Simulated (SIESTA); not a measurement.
SnTe:

```xyz
2
Lattice="0.0000 3.1509 3.1509 3.1509 0.0000 3.1509 3.1509 3.1509 0.0000" Properties=species:S:1:pos:R:3 pbc="T T T"
Te    3.1509    3.1509    3.1509
Sn    0.0000    0.0000    0.0000
```

Base run:

| Item | Value |
| --- | --- |
| Program | SIESTA 5.4.2 |
| Functional | vdW-DF-cx |
| Potentials or basis | PseudoDojo 0.4 standard (PBE files) |
| Basis | DZP (energy shift 0.003 Ry; two zetas on semicore shells) |
| Grid cutoff | 500 Ry |
| Energy shift | 0.003 Ry |
| k mesh | 7 × 7 × 7 |
| Occupations | fermi-dirac, width 0.05 eV |
| Spin | no spin polarisation |

Its results: pressure 1.2 GPa.

Q: After a change of settings the same cell gave: pressure 6.6 GPa. Which change was it?
A. functional from vdW-DF-cx to AM05; potentials or basis from PseudoDojo 0.4 standard (PBE files) to PseudoDojo 0.4 standard (PBEsol files)
B. functional from vdW-DF-cx to PBEsol; potentials or basis from PseudoDojo 0.4 standard (PBE files) to PseudoDojo 0.4 standard (PBEsol files)
C. functional from vdW-DF-cx to BLYP

A: C.

Caveats: the potentials were made for another functional, which shifts forces and pressure; the basis of atomic orbitals isn't converged, which shifts pressures, moduli and gaps.

Runs at the PBE level aren't shown here.
